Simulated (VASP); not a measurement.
Wanted: the native input for a VASP 6.6.1 run.

| Item | Value |
| --- | --- |
| Task | relaxation of the atoms |
| Functional | optB88-vdW |
| Potentials or basis | VASP PAW PBE potentials, release 64 (Si) |
| Cutoff | 520 eV |
| k mesh | 11 × 11 × 1 |
| Occupations | fermi-dirac, width 0.05 eV |
| Spin | no spin polarisation |
| Dipole correction | yes |
| Atoms held fixed (from 0) | [0] |
| Further INCAR settings | ALGO = Fast; EDIFF = 1e-06; IBRION = 2; EDIFFG = -0.02; NSW = 60 |

The structure of Si lies in POSCAR:

```
Si
1.0
    2.3993200000      0.0000000000      0.0000000000
    0.0000000000      2.4179400000      0.0000000000
    0.0000000000      0.0000000000     23.8000000000
Si
1
Selective dynamics
Direct
    0.5000000000      0.5000000000      0.2941200000  F F F
```

The cell was built by a generator and needn't be a form met in nature.

The input as run:

INCAR

```
  PREC = Accurate
  ENCUT = 520
  EDIFF = 1E-6
  ISMEAR = -1
  SIGMA = 0.05
  LREAL = F
  LASPH = T
  NELM = 80
  ALGO = Fast
  ISIF = 2
  LWAVE = F
  LCHARG = F
  LDIPOL = T
  IDIPOL = 3
  DIPOL = 0.5 0.5 0.294
  GGA = BO
  LUSE_VDW = T
  AGGAC = 0.0
  PARAM1 = 0.1833333333
  PARAM2 = 0.22
  IBRION = 2
  NSW = 60
  EDIFFG = -0.02
```

KPOINTS

```
regular mesh
0
Gamma
  11 11 1
```

Potentials or basis: VASP PAW PBE potentials, release 64 (Si).

Launch:

```bash
$ cat potpaw_PBE.64/Si/POTCAR > POTCAR
$ mpirun -np 1 vasp_std > vasp.out
```

It gave:

```yaml
Band_gap_on_the_k_mesh: none (metal or under the smearing width)
```

Caveat: the relaxation stopped at its first step, so nothing moved.

Run time: 93 s on 1 thread of Intel(R) Xeon(R) Platinum 8488C (Sapphire Rapids), with other jobs on the host, peak memory 0.54 GiB.
